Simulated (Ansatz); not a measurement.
Set up this calculation in Ansatz 0.2.0, as the native input.

```yaml
Task: relaxation of cell and atoms
Functional: B3LYP
Potentials_or_basis: Ansatz PAW
Cutoff: "420 eV (not typed: the program's choice for these potentials)"
k_mesh: 7 × 7 × 7
Occupations: fermi-dirac, width 0.05 eV
Spin: collinear spin, ferromagnetic start
Starting_moments: "[1.0] μB"
```

The system is Ni.

```
CELL_PARAMETERS angstrom
-1.38372 1.38372 1.38372
1.38372 -1.38372 1.38372
1.38372 1.38372 -1.38372
ATOMIC_POSITIONS crystal
Ni 0.00000 0.00000 0.00000
```

This isn't the form of Ni at room conditions, which is fcc.

The input as run:

input

```
crystal:
  lattice:
    - [-1.38371547, 1.38371547, 1.38371547]
    - [1.38371547, -1.38371547, 1.38371547]
    - [1.38371547, 1.38371547, -1.38371547]
  atoms:
    - { symbol: Ni, position: [0.0, 0.0, 0.0], spin: 1.0 }
hamiltonian:
  xc: b3lyp
  pseudopotentials: { kind: paw }
magnetization:
  spin_polarized: true
kpoints:
  mp_grid: { grid: [7, 7, 7] }
scf:
  occupations: { method: fermi_dirac, width: 0.05 }
output:
  forces: true
  stress: true
  eigenvalues: true
relax:
  f_tol: 0.01
  max_steps: 40
  cell: { stress_tol: 0.05 }
```

It gave:

The relaxed volume is 11.13 Å³/atom, the relaxed cell is a = 2.436 Å, b = 2.436 Å, c = 2.436 Å, α = 109.47°, β = 109.47°, γ = 109.47° and the space group after relaxing (to 0.05 Å) is Im-3m (No. 229). The energy gained by relaxing is 15.6 meV/atom and the ionic steps are 7. The pressure after relaxing is 0.0 GPa and the band gap on the k mesh is none (metal or under the smearing width). The net moment is 0.53 μB per cell, the absolute moment is 0.66 μB per cell and the site moments are Ni +0.58 μB.

Caveat: the k mesh is coarse (spacing up to 0.46 Å⁻¹), so the values aren't converged, least of all with exact exchange; the magnetic or orbital state may not be the lowest; the plane-wave basis is chosen anew once the cell has moved, so the energies of steps on either side of that aren't comparable; the PAW data sets come from PBE, with cores solved anew for the run's functional, which leaves a small shift of forces and pressure.

It took 100 s on 1 × NVIDIA H100 80GB HBM3 with 2 threads of AMD EPYC 7R13 Processor (Zen 3), with other jobs on the host, peak memory 1.6 GiB.
